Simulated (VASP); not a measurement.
# BaTe (Fm-3m) in VASP: settings compared

The runs below take BaTe through density of states, G0W0 quasiparticle levels, band structure, with PBEsol, PBE, LDA.

Program: VASP 6.6.1. These are calculated values, not measurements. Logs are shortened: lines on timing, memory, paths and dates and some standing lists are left out, and cuts for length are marked.

## 1. The structure

Symmetry: Fm-3m, No. 225, cubic system. Conventional cell: a = 6.820 Å, b = 6.820 Å, c = 6.820 Å, α = 90.00°, β = 90.00°, γ = 90.00°. Ba (site symmetry m-3m) has 6 Te at 3.41 Å as nearest neighbours. Around Te (site symmetry m-3m) lie 6 Ba at 3.41 Å.

## 2. Density of states, PBEsol (volume scaled by 0.8)

Input file POSCAR:

```
BaTe
1.0
    0.0000000000      3.1655635845      3.1655635845
    3.1655635845      0.0000000000      3.1655635845
    3.1655635845      3.1655635845      0.0000000000
Ba Te
1 1
Direct
    0.0000000000      0.0000000000      0.0000000000
    0.5000000000      0.5000000000      0.5000000000
```

Input file INCAR.step1:

```
SYSTEM = BaTe
PREC = Accurate ; ENCUT = 600
EDIFF = 1E-7 ; ISMEAR = -5
SIGMA = 0.05 ; LREAL = .FALSE.
LASPH = .TRUE. ; NELM = 60
ALGO = Normal ; ISIF = 2
LWAVE = .FALSE. ; LCHARG = .TRUE.
GGA = PS ; NBANDS = 15
AMIX = 0.2 ; BMIX = 1E-4
AMIX_MAG = 0.8 ; BMIX_MAG = 1E-4
```

Input file KPOINTS.step1:

```
regular mesh
0
G
  7 7 7
  0 0 0
```

Input file INCAR.step2:

```
SYSTEM = BaTe
PREC = Accurate ; ENCUT = 600
EDIFF = 1E-7 ; ISMEAR = -5
SIGMA = 0.05 ; LREAL = .FALSE.
LASPH = .TRUE. ; NELM = 60
ALGO = Normal ; ISIF = 2
LWAVE = .FALSE. ; LCHARG = .FALSE.
GGA = PS ; LORBIT = 10
NBANDS = 15 ; AMIX = 0.2
BMIX = 1E-4 ; AMIX_MAG = 0.8
BMIX_MAG = 1E-4 ; NEDOS = 2001
ICHARG = 11
```

Input file KPOINTS.step2:

```
regular mesh
0
G
  11 11 11
  0 0 0
```

Potentials or basis: VASP PAW PBE potentials, release 64 (Ba_sv_GW, Te_GW).

Started as:

```sh
> cat potpaw_PBE.64/Ba_sv_GW/POTCAR potpaw_PBE.64/Te_GW/POTCAR > POTCAR
> cp INCAR.step1 INCAR
> cp KPOINTS.step1 KPOINTS
> mpirun -np 1 vasp_std > vasp.out
> cp INCAR.step2 INCAR
> cp KPOINTS.step2 KPOINTS
> mpirun -np 1 vasp_std > vasp.out
```

OUTCAR:

```text
SYSTEM = BaTe
   PREC = Accurate
   ENCUT = 600
   EDIFF = 1E-7
   ISMEAR = -5
   LREAL = .FALSE.
   LASPH = .TRUE.
   NELM = 60
   ISIF = 2
   GGA = PS
   LORBIT = 10
   AMIX = 0.2
   AMIX_MAG = 0.8
   ICHARG = 11

 ion  position               nearest neighbor table
   1  0.000  0.000  0.000-   2 3.17   2 3.17   2 3.17   2 3.17   2 3.17   2 3.17
   2  0.500  0.500  0.500-   1 3.17   1 3.17   1 3.17   1 3.17   1 3.17   1 3.17

  LATTYP: Found a face centered cubic cell.
 ALAT       =     6.3311271690

  Lattice vectors:

 A1 = (   0.0000000000,   3.1655635845,   3.1655635845)
 A2 = (   3.1655635845,   0.0000000000,   3.1655635845)
 A3 = (   3.1655635845,   3.1655635845,   0.0000000000)

Analysis of symmetry for initial positions (statically):
=====================================================================
 Subroutine PRICEL returns:
 Original cell was already a primitive cell.

 Routine SETGRP: Setting up the symmetry group for a
 face centered cubic supercell.

 Subroutine GETGRP returns: Found 48 space group operations
 (whereof 48 operations were pure point group operations)
 out of a pool of 48 trial point group operations.

The static configuration has the point symmetry O_h .

Analysis of symmetry for dynamics (positions and initial velocities):
=====================================================================
 Subroutine PRICEL returns:
 Original cell was already a primitive cell.

 Routine SETGRP: Setting up the symmetry group for a
 face centered cubic supercell.

 Subroutine GETGRP returns: Found 48 space group operations
 (whereof 48 operations were pure point group operations)
 out of a pool of 48 trial point group operations.

The dynamic configuration has the point symmetry O_h .

 Subroutine INISYM returns: Found 48 space group operations
 (whereof 48 operations are pure point group operations),
 and found     1 'primitive' translations

----------------------------------------------------------------------------------------

                                     Primitive cell

  volume of cell :      63.4429

  direct lattice vectors                    reciprocal lattice vectors
     0.000000000  3.165563585  3.165563585    -0.157949757  0.157949757  0.157949757
     3.165563585  0.000000000  3.165563585     0.157949757 -0.157949757  0.157949757
     3.165563585  3.165563585  0.000000000     0.157949757  0.157949757 -0.157949757

  length of vectors
[... 96 lines left out ...]
   NUPDOWN=      -1.0000    fix difference up-down
   EMIN   =  10.00;   EMAX   =-10.00  energy-range for DOS
   EFERMI =   0.00;   METHOD = LEGACY
   ISMEAR =    -5;   SIGMA  =   0.05  broadening in eV -4-tet -1-fermi 0-gaus
   EFERMI_NEDOS =   21; number of points for ismear=-14 and -15
   IALGO  =     38    algorithm
   IMIX   =      4    mixing-type and parameters
     AMIX     =   0.20;   BMIX     =  0.00
     AMIX_MAG =   0.80;   BMIX_MAG =  0.00
  volume/ion in A,a.u.               =      31.72       214.07
  Fermi-wavevector in a.u.,A,eV,Ry     =   1.034317  1.954576 14.555679  1.069812
  Thomas-Fermi vector in A             =   2.168607
   LORBIT       =     10    0 simple, 1 ext, 2 COOP (PROOUT), +10 PAW based schemes
   GGA     = PS    functional components
   LHFCALC =     F    Hartree Fock is set to
   AEXX    =    0.0000 exact exchange contribution
   IVDW    =     0    specifies the selected vdW correction
   LEPSILON=     F    determine dielectric tensor
   LRPA    =     F    only Hartree local field effects (RPA)
 non-spin polarized calculation
 Fermi weights with tetrahedron method with Bloechl corrections
  energy-cutoff  :      600.00
  volume of cell :       63.44
 maximum number of plane-waves:      2147

 number of electron      16.0000001 magnetization

 Free energy of the ion-electron system (eV)
  ---------------------------------------------------
  ext. energy  EPLUGINS =         0.00000000
  ---------------------------------------------------
  free energy    TOTEN  =        -9.80187493 eV

  energy without entropy =       -9.80187493  energy(sigma->0) =       -9.80187493

 E-fermi :   5.9885     XC(G=0):  -9.8705

 val. band max:        5.9838078545   @ k =   0.0000   0.0000   0.0000
 cond. band min:       6.6424037670   @ k =   0.4545   0.4545   0.0000
 fundamental gap:      0.6585959126
 Fermi energy:         5.9885095096

 k-point     1 :       0.0000    0.0000    0.0000
  band No.  band energies     occupation
      1     -20.2495      2.00000
      2      -5.4697      2.00000
      3      -5.4697      2.00000
      4      -5.4697      2.00000
      5      -4.2688      2.00000
      6       5.9838      2.00000
      7       5.9838      2.00000
      8       5.9838      2.00000
      9       8.5828      0.00000
     10       8.5828      0.00000
     11       8.5828      0.00000
     12       9.6276      0.00000
     13       9.6276      0.00000
     14      10.2415      0.00000
[... 401 lines left out ...]
      2      -6.4815      2.00000
      3      -5.6476      2.00000
      4      -5.4499      2.00000
      5      -2.9043      2.00000
      6       3.7426      2.00000
      7       4.5141      2.00000
      8       5.3072      2.00000
      9       9.1245      0.00000
     10       9.3663      0.00000
     11      10.4705      0.00000
     12      10.7584      0.00000
     13      12.8455      0.00000
     14      13.2404      0.00000
     15      14.3113      0.00000

 [... further k-points ...]
[... 5 lines left out ...]
  --------------------------------------------------------------------------------------
  -------------------------------------------------------------------------------------
  Total        6.4119118      6.4119118      6.4119118      0.0000000      0.0000000     -0.0000000
  in kB      161.9254099    161.9254099    161.9254099      0.0000000      0.0000000     -0.0000000
  external PRESSURE =     161.9254099 kB  Pullay stress =       0.0000000 kB

 VOLUME and BASIS-vectors are now :
 -----------------------------------------------------------------------------
  energy-cutoff  :      600.00
  volume of cell :       63.44
      direct lattice vectors                 reciprocal lattice vectors
     0.000000000  3.165563585  3.165563585    -0.157949757  0.157949757  0.157949757
     3.165563585  0.000000000  3.165563585     0.157949757 -0.157949757  0.157949757
     3.165563585  3.165563585  0.000000000     0.157949757  0.157949757 -0.157949757

 POSITION                                       TOTAL-FORCE (eV/Angst)
 -----------------------------------------------------------------------------------
      0.00000      0.00000      0.00000         0.000000     -0.000000     -0.000000
      3.16556      3.16556      3.16556        -0.000000      0.000000      0.000000
 -----------------------------------------------------------------------------------
    total drift:                                0.000000      0.000000      0.000000

  FREE ENERGIE OF THE ION-ELECTRON SYSTEM (eV)
  ---------------------------------------------------
  free  energy   TOTEN  =        -9.8018749346 eV

  energy  without entropy=       -9.8018749346  energy(sigma->0) =       -9.80187493

 total charge

# of ion       s       p       d       f       tot
--------------------------------------------------
    1        1.823   4.524   0.193   0.020   6.560
    2        1.576   2.853   0.029   0.000   4.459
--------------------------------------------------
tot          3.399   7.377   0.222   0.020  11.019
```

OUTCAR.step1:

```text
SYSTEM = BaTe
   PREC = Accurate
   ENCUT = 600
   EDIFF = 1E-7
   ISMEAR = -5
   LREAL = .FALSE.
[... 580 lines left out ...]
      0.00000      0.00000      0.00000         0.000000      0.000000     -0.000000
      3.16556      3.16556      3.16556        -0.000000      0.000000      0.000000
 -----------------------------------------------------------------------------------
    total drift:                                0.000000      0.000000      0.000000

  FREE ENERGIE OF THE ION-ELECTRON SYSTEM (eV)
  ---------------------------------------------------
  free  energy   TOTEN  =        -9.8003266676 eV

  energy  without entropy=       -9.8003266676  energy(sigma->0) =       -9.80032667
```

OSZICAR.step1:

```text
N       E                     dE             d eps       ncg     rms          rms(c)
DAV:   1     0.144437197644E+03    0.14444E+03   -0.65087E+03   600   0.108E+03
DAV:   2     0.677921985881E+01   -0.13766E+03   -0.12963E+03   774   0.283E+02
DAV:   3    -0.961713472562E+01   -0.16396E+02   -0.15567E+02  1056   0.101E+02
DAV:   4    -0.100514087643E+02   -0.43427E+00   -0.43314E+00   941   0.193E+01
DAV:   5    -0.100558740292E+02   -0.44653E-02   -0.44625E-02   888   0.168E+00    0.525E+00
DAV:   6    -0.988367858432E+01    0.17220E+00   -0.11937E-01   905   0.212E+00    0.398E+00
DAV:   7    -0.980179096689E+01    0.81888E-01   -0.41866E-01   954   0.354E+00    0.182E+00
DAV:   8    -0.980200464224E+01   -0.21368E-03   -0.72424E-02   968   0.217E+00    0.356E-01
DAV:   9    -0.980041946083E+01    0.15852E-02   -0.92903E-03   892   0.748E-01    0.215E-01
DAV:  10    -0.980060488915E+01   -0.18543E-03   -0.18349E-03  1004   0.309E-01    0.248E-01
DAV:  11    -0.980033935887E+01    0.26553E-03   -0.10004E-03   948   0.220E-01    0.843E-02
DAV:  12    -0.980033213453E+01    0.72243E-05   -0.14080E-04   896   0.907E-02    0.217E-02
DAV:  13    -0.980034224516E+01   -0.10111E-04   -0.41592E-05   883   0.402E-02    0.461E-02
DAV:  14    -0.980032686591E+01    0.15379E-04   -0.26701E-05   924   0.399E-02    0.141E-02
DAV:  15    -0.980032671277E+01    0.15315E-06   -0.55042E-06   916   0.149E-02    0.505E-03
DAV:  16    -0.980032666757E+01    0.45192E-07   -0.25634E-07   702   0.450E-03
   1 F= -.98003267E+01 E0= -.98003267E+01  d E =0.000000E+00
```

It took 82 s on 1 thread of Intel Xeon Platinum 8488C (Sapphire Rapids), shared host; peak memory 0.25 GiB.

Results:

| Property | Result |
| --- | --- |
| Valence electrons inside the program's atomic spheres | Ba 6.56; Te 4.46 |

States per cell in windows of 1 eV (zero at the valence-band top; states under -8 eV left out):
```
from (eV)  total  Te2_p  Ba1_d  Te2_d  Ba1_f  Ba1_p  Te2_s
     -8.0   0.00   0.00   0.00   0.00   0.00   0.00   0.00
     -7.0   0.00   0.00   0.00   0.00   0.00   0.00   0.00
     -6.0   0.00   0.00   0.00   0.00   0.00   0.00   0.00
     -5.0   0.00   0.00   0.00   0.00   0.00   0.00   0.00
     -4.0   0.01   0.00   0.00   0.00   0.00   0.00   0.00
     -3.0   1.24   0.50   0.03   0.00   0.00   0.03   0.01
     -2.0   2.82   1.34   0.11   0.01   0.01   0.12   0.01
     -1.0   1.92   0.95   0.05   0.01   0.01   0.13   0.00
      0.0   0.03   0.00   0.00   0.00   0.00   0.00   0.00
      1.0   0.40   0.03   0.05   0.03   0.00   0.00   0.00
      2.0   0.92   0.07   0.12   0.06   0.01   0.00   0.00
      3.0   1.16   0.07   0.16   0.08   0.02   0.01   0.01
      4.0   1.83   0.10   0.33   0.12   0.05   0.01   0.03
      5.0   2.80   0.16   0.58   0.16   0.09   0.02   0.06
      6.0   2.89   0.17   0.57   0.16   0.17   0.05   0.07
      7.0   1.71   0.09   0.17   0.14   0.31   0.04   0.03
```

Caveat: the PAW data sets were made with another functional, which shifts forces and pressure a little.

(Continued in part 2 of 2.)
